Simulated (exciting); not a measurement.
Here is an exciting (release sodium) calculation.

Contents of input.xml:

```xml
<input>
  <title>Nb</title>
  <structure speciespath="./" tshift="false">
    <crystal scale="1">
      <basevect>-3.144409785071 3.144409785071 3.144409785071</basevect>
      <basevect>3.144409785071 -3.144409785071 3.144409785071</basevect>
      <basevect>3.144409785071 3.144409785071 -3.144409785071</basevect>
    </crystal>
    <species speciesfile="Nb.xml" rmt="2.29">
      <atom coord="0.000000000000 0.000000000000 0.000000000000"/>
    </species>
  </structure>
  <groundstate do="fromscratch" ngridk="11 11 11" rgkmax="8" gmaxvr="14" lmaxapw="10" lmaxmat="10" lmaxvr="8" xctype="GGA_PBE" stype="Fermi Dirac" swidth="0.00183747" nempty="12" ValenceRelativity="iora*" epsengy="1e-06" epspot="1e-06" maxscl="80" tforce="true" outputlevel="normal"/>
</input>
```

Potentials or basis: all-electron LAPW+lo, shipped species files, valence relativity iora*.

The run is started by

```bash
$ OMP_NUM_THREADS=1 exciting_smp
```

Task: Estimate the band gap on the k mesh.

Result: None (metal or under the smearing width).
